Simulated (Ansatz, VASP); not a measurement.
AlN in VASP and in Ansatz

Contents of POSCAR:

```
AlN
1.0
    0.0000000000      2.1018439580      1.9618133969
    2.1018439580      0.0000000000      1.9618133969
    2.1018439580      2.1018439580      0.0000000000
Al N
1 1
Direct
    0.0000000000      0.0000000000      0.0000000000
    0.5000000000      0.5000000000      0.5000000000
```

Contents of INCAR.step1:

```
ALGO = Normal ; EDIFF = 1E-4
ENCUT = 520 ; GGA = PE
ISMEAR = 0 ; LASPH = T
LCHARG = F ; LREAL = F
LWAVE = T ; NBANDS = 11
NELM = 100 ; PREC = Accurate
SIGMA = 0.01
```

INCAR.step2

```
ALGO = Normal ; EDIFF = 1E-6
ENCUT = 520 ; ISIF = 2
ISMEAR = 0 ; ISTART = 1
LASPH = T ; LCHARG = F
LMIXTAU = T ; LREAL = F
LWAVE = F ; METAGGA = R2SCAN
NBANDS = 11 ; NELM = 100
PREC = Accurate ; SIGMA = 0.01
```

The input KPOINTS:

```
k-points
0
Gamma
  10 10 10
```

Input for Ansatz:

```yaml
crystal:
  lattice:
    - [0.0, 2.101843958, 1.9618133969]
    - [2.101843958, 0.0, 1.9618133969]
    - [2.101843958, 2.101843958, 0.0]
  atoms:
    - { symbol: Al, position: [0.0, 0.0, 0.0] }
    - { symbol: "N", position: [0.5, 0.5, 0.5] }
kpoints:
  mp_grid: { grid: [10, 10, 10] }
  band_path:
    path:
      - [0.0, 0.0, 0.0]
      - [0.5, 0.0, 0.5]
      - [0.625, 0.25, 0.625]
      - [0.375, 0.375, 0.75]
      - [0.5, 0.5, 0.5]
      - [0.5, 0.25, 0.75]
      - [0.5, 0.5, 0.0]
    npoints: 1
hamiltonian:
  xc: r2scan
scf:
  occupations: { method: fixed }
  n_extra_bands: 4
output:
  forces: true
  stress: true
  eigenvalues: true
  write_density: true
  write_potential: true
  elf: true
  volumetric_format: npy
```

Change from the starting cell: epitaxial_xy strain +4.1%.

Alike in both runs: task single point; functional r2SCAN; k mesh 10 × 10 × 10; no spin polarisation.

|  | VASP | Ansatz |
| --- | --- | --- |
| version | VASP 6.6.1 | Ansatz 0.2.0 |
| potentials or method | VASP PAW PBE potentials, release 64 (Al, N) | plane waves, PAW |
| plane-wave cutoff (eV) | 520 | 500 |
| occupations | gaussian, width 0.01 eV | fixed |
| valence electrons in the cell | 8 | 8 |

|  | VASP | Ansatz | Ansatz less VASP |
| --- | --- | --- | --- |
| gap on the k mesh at the Fermi level (eV) | 4.54 | 4.54 | -0.002 |
| pressure (GPa) | -11.5 | -10.7 | +0.74 |
| largest component of the traceless stress (GPa) | 10.97 | 10.75 | -0.226 |

Caveats: the PAW data sets were made with another functional, which shifts forces and pressure a little (VASP). A k mesh can miss the band edges.
